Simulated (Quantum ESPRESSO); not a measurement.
Sb: band structure with PBEsol

The system is Sb.

```
Sb
1.0
     2.15420    1.24373    3.75800
    -2.15420    1.24373    3.75800
     0.00000   -2.48746    3.75800
Sb
2
Direct
  0.76651 0.76651 0.76651
  0.23349 0.23349 0.23349
```

```
Program             : Quantum ESPRESSO 7.5
Task                : band structure
Functional          : PBEsol
Potentials or basis : PseudoDojo 0.4.1 SR PBEsol standard
Cutoff              : 1088 eV
Density cutoff      : 4354 eV
k mesh              : 8 × 8 × 8
Occupations         : fermi-dirac, width 0.05 eV
Spin                : no spin polarisation
Mixing beta         : 0.5
Most SCF iterations : 120
SCF threshold       : 4e-10 Ry
```

```json
{
 "Pressure": "0.0 GPa",
 "Largest force": "0.123 eV/Å",
 "Band gap on the k mesh": "none (metal or under the smearing width)"
}
```

Forces on the atoms (eV/Å):
```
Sb   0.000  0.000 -0.123
Sb   0.000  0.000  0.123
```

Stress tensor (GPa, compression positive):
```
 0.17  0.00  0.00
 0.00  0.17  0.00
 0.00  0.00 -0.44
```

Levels at the corners of the path, in eV from the Fermi level:
```tsv
point	band 12	band 13	band 14	band 15	band 16	band 17	band 18	band 19
Γ	-4.92	-2.12	-1.85	-1.85	2.02	2.64	2.64	5.06
L	-9.72	-1.99	-1.88	-0.36	-0.31	0.08	0.42	7.53
B1	-9.12	-5.07	-4.93	-0.80	0.61	4.52	4.59	5.94
B	-9.12	-5.07	-4.93	-0.80	0.61	4.52	4.59	5.94
Z	-9.07	-1.37	-1.37	-0.58	0.06	0.06	1.02	6.95
Γ	-4.92	-2.12	-1.85	-1.85	2.02	2.64	2.64	5.06
X	-9.20	-5.38	-3.24	-3.00	2.74	3.11	4.06	5.86
Q	-9.20	-5.38	-3.24	-3.00	2.74	3.11	4.06	5.86
F	-8.08	-5.52	-3.82	-3.72	1.42	4.87	5.44	6.84
P1	-8.80	-5.43	-3.28	-2.80	2.38	3.12	4.51	5.95
Z	-9.07	-1.37	-1.37	-0.58	0.06	0.06	1.02	6.95
L	-9.72	-1.99	-1.88	-0.36	-0.31	0.08	0.42	7.53
P	-8.80	-5.43	-3.28	-2.80	2.38	3.12	4.51	5.95
```

It took 2.6 min on 1 thread of Arm Neoverse V2, on a shared host, peak memory 0.17 GiB.

Caveat: spin-orbit coupling is left out, which moves the levels of the heavy elements.
